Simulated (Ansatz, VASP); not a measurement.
## AlN: VASP beside Ansatz

```
CELL_PARAMETERS angstrom
0.00000 2.06504 2.00400
2.06504 0.00000 2.00400
2.06504 2.06504 0.00000
ATOMIC_POSITIONS crystal
Al 0.50000 0.50000 0.50000
N 0.00000 0.00000 0.00000
```

Change from the starting cell: strain +0.015 along x and y, -0.015 along z, atoms carried along.

Alike in both runs: task single point; functional PBE; k mesh 10 × 10 × 10; occupations gaussian, width 0.05 eV; no spin polarisation.

```csv
,VASP,Ansatz
version,VASP 6.6.1,Ansatz 0.2.0
potentials or method,"VASP PAW PBE potentials, release 64 (Al, N)","scalar-relativistic, plane waves, PAW"
plane-wave cutoff (eV),520,420
valence electrons in the cell,8,8
```

```tsv
	VASP	Ansatz	Ansatz less VASP
gap on the k mesh at the Fermi level (eV)	4.05	4.08	+0.023
least direct gap on the mesh (eV)	5.11	5.10	-0.010
pressure (GPa)	-3.2	-2.9	+0.26
largest component of the traceless stress (GPa)	4.91	4.93	+0.024
```

A k mesh can miss the band edges.
